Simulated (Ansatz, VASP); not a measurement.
# One calculation of Te, two programs

```
Te
1.0
     5.22326    0.00000    0.00000
     0.00000    5.22326    0.00000
     0.00000    0.00000    5.22326
Te
4
Cartesian
  4.5704 0.6529 3.2645
  1.9587 1.9587 1.9587
  0.6529 3.2645 4.5704
  3.2645 4.5704 0.6529
```

The cell was built by a generator and needn't be a form met in nature.

Alike in both runs: task single point; functional HSE(alpha, omega); k mesh 3 × 3 × 3; occupations fermi-dirac, width 0.05 eV; no spin polarisation.

|  | VASP | Ansatz |
| --- | --- | --- |
| version | VASP 6.6.1 | Ansatz 0.2.0 |
| potentials or method | VASP PAW PBE potentials, release 64 (Te) | Ansatz PAW |
| plane-wave cutoff (eV) | 520 | 420 |
| valence electrons in the cell | 24 | 64 |

|  | VASP | Ansatz | Ansatz less VASP |
| --- | --- | --- | --- |
| gap on the k mesh at the Fermi level (eV) | 0.38 | 0.37 | -0.003 |
| least direct gap on the mesh (eV) | 0.97 | 0.96 | -0.004 |
| pressure (GPa) | -2.1 | -1.6 | +0.48 |

The two sets of potentials don't hold the same shells in valence.

Caveats: spin-orbit coupling is left out, which moves the levels of the heavy elements; the PAW data sets were made with another functional, which shifts forces and pressure a little (VASP); an odd mesh through Γ misses points on the zone boundary, where band edges often lie (VASP); odd divisions of the mesh miss points on the zone boundary, where band edges often lie, so the gap on the mesh can be too wide (Ansatz); the PAW data sets come from PBE, with cores solved anew for the run's functional, which leaves a small shift of forces and pressure (Ansatz); the thresholds are loose for stress (Ansatz).
